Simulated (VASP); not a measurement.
A run of VASP 6.6.1:

Contents of INCAR:

```
PREC = Accurate ; ENCUT = 600
EDIFF = 1E-7 ; ISMEAR = -1
SIGMA = 0.05 ; LREAL = False
LASPH = True ; NELM = 80
ALGO = Normal ; ISIF = 3
LWAVE = False ; LCHARG = False
GGA = BF ; LUSE_VDW = True
ZAB_VDW = -1.8867 ; IBRION = 2
NSW = 40 ; EDIFFG = -0.01
```

KPOINTS

```
regular mesh
0
Gamma
  7 7 7
```

POSCAR

```
BaS
1.0
    0.0000000000      3.1937500000      3.1937500000
    3.1937500000      0.0000000000      3.1937500000
    3.1937500000      3.1937500000      0.0000000000
Ba S
1 1
Direct
    0.0000000000      0.0000000000      0.0000000000
    0.5000000000      0.5000000000      0.5000000000
```

Potentials or basis: VASP PAW PBE potentials, release 64 (Ba_sv, S).

Run with:

```console
$ cat potpaw_PBE.64/Ba_sv/POTCAR potpaw_PBE.64/S/POTCAR > POTCAR
$ mpirun -np 1 vasp_std > vasp.out
```

Hardware: 1 thread of Intel(R) Xeon(R) 6975P-C (Granite Rapids), with other jobs on the host.

Estimate the wall time of this run.

Run time: 2.7 min on 1 thread of Intel(R) Xeon(R) 6975P-C (Granite Rapids), on a shared host, peak memory 0.46 GiB. Counts: scf iterations 36, k points 20, ion steps 3.
